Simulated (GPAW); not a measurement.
A calculation with GPAW 26.7.0 of InPd (ASE script, structure typed inline):

Contents of run.py:

```python
from ase import Atoms
from ase.dft.bandgap import bandgap
from ase.io import write
from ase.units import GPa
from gpaw import GPAW, PW, setup_paths

setup_paths.insert(0, '.')

atoms = Atoms(['In', 'Pd'],
              cell=[[3.27188478, 0.0, 0.0],
                    [0.0, 3.27188478, 0.0],
                    [0.0, 0.0, 3.27188478]],
              scaled_positions=[[0.0, 0.0, 0.0],
                                [0.5, 0.5, 0.5]],
              pbc=True)

calc = GPAW(mode=PW(600),
            xc='PBEsol',
            kpts={'size': (8, 8, 8), 'gamma': True},
            occupations={'name': 'fermi-dirac', 'width': 0.05},
            nbands=26,
            convergence={'density': 1e-05, 'energy': 1e-05},
            maxiter=150,
            txt='gpaw.txt')
atoms.calc = calc
energy = atoms.get_potential_energy()
forces = atoms.get_forces()
stress = atoms.get_stress()
calc.write('gs.gpw')
write('result.traj', atoms)
print(f'Energy: {energy:.6f} eV')
print('Forces (eV/A):')
print(forces.round(4))
print('Stress (GPa):', (stress / GPa).round(3))
print('Fermi level:', round(calc.get_fermi_level(), 4), 'eV')
print(f'Gap: {bandgap(calc)[0]:.4f} eV, direct: {bandgap(calc, direct=True)[0]:.4f} eV')

path = atoms.cell.bandpath('GXMGRX,MR', npoints=80, eps=1e-4)
bs_calc = calc.fixed_density(kpts=path, symmetry='off', nbands=38,
                             convergence={'bands': 'CBM+6.0', 'eigenstates': 1e-6}, txt='bands.txt')
bs = bs_calc.band_structure()
bs.write('bs.json')
print(f'Gap on the path: {bandgap(bs_calc)[0]:.4f} eV')
```

Potentials or basis: PAW data sets generated in the run's folder for this functional, pw.

The run is started by

```console
$ gpaw-setup -f PBEsol In Pd
$ OMP_NUM_THREADS=1 python run.py
```

The cell comes from a database or a generator and needn't be the stable form of this composition.

**Question.** Write the same calculation in another form: ASE script, structure from a POSCAR.

**Answer.** As run:

The input run.py:

```python
from ase.dft.bandgap import bandgap
from ase.io import read, write
from ase.units import GPa
from gpaw import GPAW, PW, setup_paths

setup_paths.insert(0, '.')

atoms = read('POSCAR')

calc = GPAW(mode=PW(600),
            xc='PBEsol',
            kpts={'size': (8, 8, 8), 'gamma': True},
            occupations={'name': 'fermi-dirac', 'width': 0.05},
            nbands=26,
            convergence={'density': 1e-05, 'energy': 1e-05},
            maxiter=150,
            txt='gpaw.txt')
atoms.calc = calc
energy = atoms.get_potential_energy()
forces = atoms.get_forces()
stress = atoms.get_stress()
calc.write('gs.gpw')
write('result.traj', atoms)
print(f'Energy: {energy:.6f} eV')
print('Forces (eV/A):')
print(forces.round(4))
print('Stress (GPa):', (stress / GPa).round(3))
print('Fermi level:', round(calc.get_fermi_level(), 4), 'eV')
print(f'Gap: {bandgap(calc)[0]:.4f} eV, direct: {bandgap(calc, direct=True)[0]:.4f} eV')

path = atoms.cell.bandpath('GXMGRX,MR', npoints=80, eps=1e-4)
bs_calc = calc.fixed_density(kpts=path, symmetry='off', nbands=38,
                             convergence={'bands': 'CBM+6.0', 'eigenstates': 1e-6}, txt='bands.txt')
bs = bs_calc.band_structure()
bs.write('bs.json')
print(f'Gap on the path: {bandgap(bs_calc)[0]:.4f} eV')
```

Contents of POSCAR:

```
InPd
1.0
    3.2718847800      0.0000000000      0.0000000000
    0.0000000000      3.2718847800      0.0000000000
    0.0000000000      0.0000000000      3.2718847800
In Pd
1 1
Direct
    0.0000000000      0.0000000000      0.0000000000
    0.5000000000      0.5000000000      0.5000000000
```

Potentials or basis: PAW data sets generated in the run's folder for this functional, pw.

The run is started by

```bash
$ gpaw-setup -f PBEsol In Pd
$ OMP_NUM_THREADS=1 python run.py
```

Both were run:

|  | ASE script, structure typed inline | ASE script, structure from a POSCAR |
| --- | --- | --- |
| Pressure | -3.1 GPa | -3.1 GPa |
| Band gap along the path | none (metal or under the smearing width) | none (metal or under the smearing width) |

Keys that steer only the numerical path or the files written may differ.

Caveat: spin-orbit coupling is left out, which moves the levels of the heavy elements.
